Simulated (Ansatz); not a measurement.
PbF₂, one structure, two calculations

Cell: a structure deposited in the COD, ions relaxed with PBE at fixed cell.

```cif
data_PbF2
_symmetry_space_group_name_H-M 'Pnma'
_symmetry_Int_Tables_number 62
_cell_length_a 6.4269
_cell_length_b 3.8910
_cell_length_c 7.6357
_cell_angle_alpha 90.000
_cell_angle_beta 90.000
_cell_angle_gamma 90.000
loop_
_atom_site_label
_atom_site_type_symbol
_atom_site_symmetry_multiplicity
_atom_site_Wyckoff_symbol
_atom_site_fract_x
_atom_site_fract_y
_atom_site_fract_z
Pb Pb 4 c 0.7447 0.7500 0.1063
F5 F 4 c 0.1409 0.7500 0.0667
F9 F 4 c 0.5260 0.7500 0.8430
```

One atom of each set is listed.

First run. The numbers come from a DFT calculation in Ansatz (PBE, plane waves and PAW, scalar-relativistic, 420 eV cutoff, Γ-centred 4×6×3 k-points, Fermi–Dirac smearing 0.02 eV).

```csv
site,V_zz (10²¹ V/m²),η
Pb,-3.96,0.59
F5,-1.87,0.54
F9,-0.94,0.98
```

Second run. The same atoms and settings, except that the functional is r2SCAN and the cutoff is 500 eV.

**Question.** Given the first result, estimate the second.

**Answer.** 

```tsv
site	V_zz	η	change of V_zz
Pb	-4.11	0.58	-0.15
F5	-1.81	0.48	+0.06
F9	0.89	0.87	–
```

The largest change of V_zz along a kept axis is on Pb, from -3.96 to -4.11. In per cent, |V_zz| changes by +4 on Pb, -3 on F (all sites that start above 0.5, bar those whose gradient vanishes or changes sign or whose main axis turns by over 40°). On F9 the largest principal value lies along another axis in the second run, so the two V_zz can't be compared directly.

Spin–orbit coupling is left out, which shifts gradients on Pb by a few per cent, and by more where contributions nearly cancel.
